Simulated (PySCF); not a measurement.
## C6H6O: calculation and literature

Geometry:
```
atom   x (Å)   y (Å)   z (Å)
  O1   2.476  -0.199   0.106
  C2   1.124  -0.099   0.047
  C3   0.398  -1.272  -0.124
  C4  -0.983  -1.219  -0.190
  C5  -1.654  -0.007  -0.088
  C6  -0.923   1.158   0.082
  C7   0.461   1.119   0.150
  H8   2.853   0.677   0.226
  H9   0.932  -2.211  -0.202
 H10  -1.543  -2.138  -0.323
 H11  -2.735   0.027  -0.141
 H12  -1.432   2.112   0.164
 H13   1.029   2.035   0.284
```

Published estimates (parent shift plus substituent increments) and measurements: δ ¹³C C2 155.4; C4/C6 129.9; C5 121.2; C3/C7 115.8 ppm (estimated from measurements, as parent shift plus tabulated substituent increment; solution, CCl4; Levy, Lichter, Nelson pp. 111-112; Breitmaier, Voelter pp. 256-258, as tabulated by Wired Chemist).
δ ¹H H10/H12 7.24; H11 6.93; H9/H13 6.82 ppm (measured; solution, not stated in the table (CDCl3 in this author's series); The use of chemical shift calculations in the conformational analysis of substituted benzenes, New J. Chem. 2019 (ESI)). Coupling constants: ³J(H9,H10) 8.2 Hz, ⁴J(H9,H11) 1.1 Hz, ⁵J(H9,H12) 0.5 Hz, ⁴J(H9,H13) 2.7 Hz, ³J(H10,H11) 7.4 Hz, ⁴J(H10,H12) 1.7 Hz, ¹J(C3,H9) 158.3 Hz, ¹J(C4,H10) 159.0 Hz, ¹J(C5,H11) 160.8 Hz.

Level of theory: PBE0-D3(BJ)/def2-TZVP structure, B3LYP/pcJ-2 coupling constants (without the spin–dipole term), shieldings: GIAO B97-2/pcSseg-2, in PySCF (single conformer, in vacuum, one averaged value for each set of equivalent atoms, no relativistic terms).

(1) Set the calculated values beside the experiment.

(2) How far are the unscaled ¹³C shifts from the references?

(3) How far are the unscaled ¹H shifts from the references?

Results:

(1) 
Reference values: estimated from measurements, as parent shift plus tabulated substituent increment (solution, CCl4; Levy, Lichter, Nelson pp. 111-112; Breitmaier, Voelter pp. 256-258, as tabulated by Wired Chemist).
| atoms | quantity | reference | computed | computed, scaled |
| --- | --- | --- | --- | --- |
| C2 | δ ¹³C | 155.4 | 165.2 | 157.4 |
| C4/C6 | δ ¹³C | 129.9 | 136.7 | 129.9 |
| C5 | δ ¹³C | 121.2 | 125.6 | 119.1 |
| C3/C7 | δ ¹³C | 115.8 | 119.5 | 113.2 |

Reference values: measured (solution, not stated in the table (CDCl3 in this author's series); The use of chemical shift calculations in the conformational analysis of substituted benzenes, New J. Chem. 2019 (ESI)).
```csv
atoms,quantity,reference,computed,"computed, scaled"
H10/H12,δ ¹H,7.24,7.49,7.17
H11,δ ¹H,6.93,7.09,6.80
H9/H13,δ ¹H,6.82,6.92,6.64
```

Computed shifts are σ(ref) − σ with the named reference compound (TMS for H and C) calculated as an isolated molecule at the same level. The measured values may be among those fitted. Empirical linear scaling, fitted to shifts measured mostly in CDCl3 for H and C (δ vs TMS): ¹H (scatter 0.14 ppm rms, 0.16 ppm with the 4 outliers that the fit left out); ¹³C (scatter 2.0 ppm rms, 2.1 ppm with the 1 outlier that the fit left out). Occasional misses reach two or three times the rms, and more in compound classes unlike the fitted ones. Hydrogens on heteroatoms aren't scaled, only referred to computed TMS.

Coupling constants in Hz (some tables give magnitudes without signs):
```tsv
coupling	reference	computed	source
³J(H9,H10)	8.2	9.7	measured; solution (compiled); Pretsch, Buehlmann, Badertscher, Structure Determination of Organic Compounds, 4th ed., Springer 2009
⁴J(H9,H11)	1.1	0.9	measured; solution (compiled); Pretsch, Buehlmann, Badertscher, Structure Determination of Organic Compounds, 4th ed., Springer 2009
⁵J(H9,H12)	0.5	0.4	measured; solution (compiled); Pretsch, Buehlmann, Badertscher, Structure Determination of Organic Compounds, 4th ed., Springer 2009
⁴J(H9,H13)	2.7	2.9	measured; solution (compiled); Pretsch, Buehlmann, Badertscher, Structure Determination of Organic Compounds, 4th ed., Springer 2009
³J(H10,H11)	7.4	8.8	measured; solution (compiled); Pretsch, Buehlmann, Badertscher, Structure Determination of Organic Compounds, 4th ed., Springer 2009
⁴J(H10,H12)	1.7	1.6	measured; solution (compiled); Pretsch, Buehlmann, Badertscher, Structure Determination of Organic Compounds, 4th ed., Springer 2009
¹J(C3,H9)	158.3	163.1	measured; liquid or solution (compiled); San Fabian, Garcia de la Vega, Suardiaz et al., Magn. Reson. Chem. 2013, 51, 775 (SI)
¹J(C4,H10)	159.0	164.0	measured; liquid or solution (compiled); San Fabian, Garcia de la Vega, Suardiaz et al., Magn. Reson. Chem. 2013, 51, 775 (SI)
¹J(C5,H11)	160.8	167.5	measured; liquid or solution (compiled); San Fabian, Garcia de la Vega, Suardiaz et al., Magn. Reson. Chem. 2013, 51, 775 (SI)
```

(2) Mean signed difference +6.17 ppm, mean absolute 6.17 ppm over 4 comparisons; the largest is +9.8 ppm at C2 (aromatic carbon bearing oxygen).

(3) Mean signed difference +0.17 ppm, mean absolute 0.17 ppm over 3 comparisons; the largest is +0.25 ppm at H10/H12 (hydrogen on an aromatic CH).

16 of the 43 published NMR values on file for this molecule are compared. The rest: values from further sources, values whose atom or origin is in doubt.
